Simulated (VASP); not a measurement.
# CdTe in VASP: how settings move the PBE single point

Aim: see what changed inputs do to the PBE single point of zincblende CdTe, under +3.0 % equal strain in all directions.

Program: VASP 6.6.1. PAW datasets, plane waves. The values are computed, spin-unpolarised, and not measurements.

## Step 1: Starting point

The cell comes from an earlier relaxation with r2SCAN in another program.

The symmetry is F-43m (No. 216, cubic); a = 6.757 Å in the conventional setting, 38.56 Å³ an atom. Around Cd lie 4 Te at 2.93 Å; around Te lie 4 Cd at 2.93 Å.

As a file:

```xyz
2
Lattice="0.0000 3.3784 3.3784 3.3784 0.0000 3.3784 3.3784 3.3784 0.0000" Properties=species:S:1:pos:R:3 pbc="T T T"
Cd    0.0000    0.0000    0.0000
Te    1.6892    1.6892    1.6892
```

## Step 2: The reference run

File INCAR:

```
ENCUT = 520.000000
SIGMA = 0.020000
EDIFF = 1.00e-07
GGA = PE
PREC = Accurate
IBRION = -1
ISIF = 2
ISMEAR = -1
NBANDS = 16
NELM = 120
NSW = 0
LASPH = .TRUE.
LCHARG = .FALSE.
LWAVE = .FALSE.
LREAL = .FALSE.
```

File KPOINTS:

```
KPOINTS created by Atomic Simulation Environment
0
Gamma
6 6 6
0 0 0
```

File POSCAR:

```
Cd Te
 1.0000000000000000
     0.0000000000000000    3.3783537696999999    3.3783537696999999
     3.3783537696999999    0.0000000000000000    3.3783537696999999
     3.3783537696999999    3.3783537696999999    0.0000000000000000
 Cd  Te
   1   1
Cartesian
  0.0000000000000000  0.0000000000000000  0.0000000000000000
  1.6891768848500004  1.6891768848500004  1.6891768848500004
```

A file KPOINTS_OPT adds named points for the levels; it doesn't enter the self-consistent loop.

Potentials: the recommended PBE PAW datasets, 18 valence electrons.

Command:

```console
$ mpirun -np 1 vasp_std
```

## Step 3: Variant 1

INCAR: that of step 2 with these lines changed.

```diff
@@ -4,3 +4,2 @@
 GGA = PE
-PREC = Accurate
 IBRION = -1
@@ -15 +14,3 @@
 LREAL = .FALSE.
+AMIX = 0.05
+PREC = Medium
```

KPOINTS is that of step 2.

POSCAR is that of step 2.

## Step 4: Variant 2

INCAR: that of step 2 with these lines changed.

```diff
@@ -9,3 +9,2 @@
 NBANDS = 16
-NELM = 120
 NSW = 0
@@ -14,2 +13,4 @@
 LWAVE = .FALSE.
-LREAL = .FALSE.
+LREAL = .TRUE.
+NELECT = 17
+NELM = 83
```

KPOINTS is that of step 2.

POSCAR is that of step 2.

## Step 5: Variant 3

File INCAR:

```
ENCUT = 520.000000
SIGMA = 0.020000
EDIFF = 1.00e-07
PREC = Accurate
IBRION = -1
ISIF = 2
ISMEAR = -1
NBANDS = 16
NSW = 0
LASPH = .TRUE.
LCHARG = .FALSE.
LWAVE = .FALSE.
LREAL = .FALSE.
GGA = PS
NELM = 60
```

KPOINTS is that of step 2.

POSCAR is that of step 2.

## Step 6: Variant 4

INCAR: that of step 2 with these lines changed.

```diff
@@ -9,3 +9,2 @@
 NBANDS = 16
-NELM = 120
 NSW = 0
@@ -15 +14,4 @@
 LREAL = .FALSE.
+NELM = 80
+ALGO = Damped
+TIME = 2.0
```

KPOINTS is that of step 2.

POSCAR is that of step 2.

Q: Predict the outcome of this session. Wanted: for each run, changed; ending; energy change; pressure; electronic steps; usable.

As calculated:

| run | changed | ending | energy change (meV/atom) | pressure (GPa) | gap on the mesh (eV; negative: overlap) | electronic steps | time | usable |
| --- | --- | --- | --- | --- | --- | --- | --- | --- |
| ref. | – | converged | 0 | -1.8 | 0.40 | 15 | 24 s | yes |
| 1 | AMIX = 0.05, PREC = Medium | converged | -0.1 | -1.8 | 0.40 | 19 | 18 s | yes |
| 2 | LREAL = .TRUE., NELECT = 17, NELM = 83 | converged | – | -15.9 | – | 15 | 32 s | no |
| 3 | GGA = PS, NELM = 60 | converged | – | -3.6 | 0.30 | 15 | 23 s | yes |
| 4 | ALGO = Damped, TIME = 2 | not converged | – | – | – | 80 | 85 s | no |

What this shows: Of 4 altered inputs, 1 gave no result, 1 ended normally on a faulty or unsound input, 2 gave usable results. «AMIX = 0.05, PREC = Medium» moves the energy by -0.1 meV/atom.
